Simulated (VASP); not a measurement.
HgSe:

```
Hg Se
1.0
     0.00000    3.03900    3.03900
     3.03900    0.00000    3.03900
     3.03900    3.03900    0.00000
Hg Se
1 1
Direct
  0.00000 0.00000 0.00000
  0.75000 0.75000 0.75000
```

Base run:

| Property | Result |
| --- | --- |
| Program | VASP 6.6.1 |
| Functional | revTPSS |
| Potentials or basis | VASP PAW PBE potentials, release 64 (Hg, Se) |
| Cutoff | 520 eV |
| k mesh | 8 × 8 × 8 |
| Occupations | fermi-dirac, width 0.05 eV |
| Spin | no spin polarisation |

Its results: pressure 3.6 GPa.

Q: The run is repeated on the same cell with these changes: functional from revTPSS to TPSS. What comes out?

A: Pressure 5.0 GPa.

Caveats: the PAW data sets were made with another functional, which shifts forces and pressure a little.
